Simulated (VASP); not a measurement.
Write the native input for VASP 6.6.1 that does the following.

| Item | Value |
| --- | --- |
| Task | relaxation of cell and atoms |
| Functional | PBEsol |
| Potentials or basis | VASP PAW PBE potentials, release 64 (Mg, O) |
| Cutoff | 600 eV |
| k mesh | 12 × 12 × 12 |
| Occupations | gaussian, width 0.03 eV |
| Spin | no spin polarisation |
| Target pressure | 23.2 GPa |
| Further INCAR settings | ALGO = Normal; EDIFF = 1e-06; IBRION = 2; EDIFFG = -0.01; NSW = 90; ISIF = 3 |
| Target pressure | 23.2 GPa |

The structure of MgO (Periclase) lies in POSCAR:

```
MgO
1.0
    0.0000000000      2.1085000000      2.1085000000
    2.1085000000      0.0000000000      2.1085000000
    2.1085000000      2.1085000000      0.0000000000
Mg O
1 1
Direct
    0.0000000000      0.0000000000      0.0000000000
    0.5000000000      0.5000000000      0.5000000000
```

One way to write it, as run:

INCAR

```
  PREC = Accurate
  ENCUT = 600
  EDIFF = 1E-6
  ISMEAR = 0
  SIGMA = 0.03
  LREAL = False
  LASPH = True
  NELM = 80
  ALGO = Normal
  ISIF = 3
  LWAVE = False
  LCHARG = False
  GGA = PS
  IBRION = 2
  NSW = 90
  EDIFFG = -0.01
  PSTRESS = 232.0
```

KPOINTS

```
regular mesh
0
Gamma
  12 12 12
```

Potentials or basis: VASP PAW PBE potentials, release 64 (Mg, O).

Command:

```sh
$ cat potpaw_PBE.64/Mg/POTCAR potpaw_PBE.64/O/POTCAR > POTCAR
$ mpirun -np 1 vasp_std > vasp.out
```

It gave:

```json
{
  "Relaxed volume": "8.31 Å³/atom",
  "Relaxed cell": "a = 2.865 Å, b = 2.865 Å, c = 2.865 Å, α = 60.00°, β = 60.00°, γ = 60.00°",
  "Space group after relaxing (to 0.05 Å)": "Fm-3m (No. 225)",
  "Energy change on relaxing (the enthalpy is what falls)": "+65.4 meV/atom",
  "Ionic steps": "6",
  "Pressure after relaxing": "23.2 GPa",
  "Band gap on the k mesh": "5.85 eV, direct"
}
```

Caveat: the cell is relaxed towards a set pressure, so the enthalpy falls and the energy may rise; the PAW data sets were made with another functional, which shifts forces and pressure a little.

It took 13 s on 1 thread of Intel(R) Xeon(R) 6975P-C (Granite Rapids), on a shared host, peak memory 0.15 GiB.
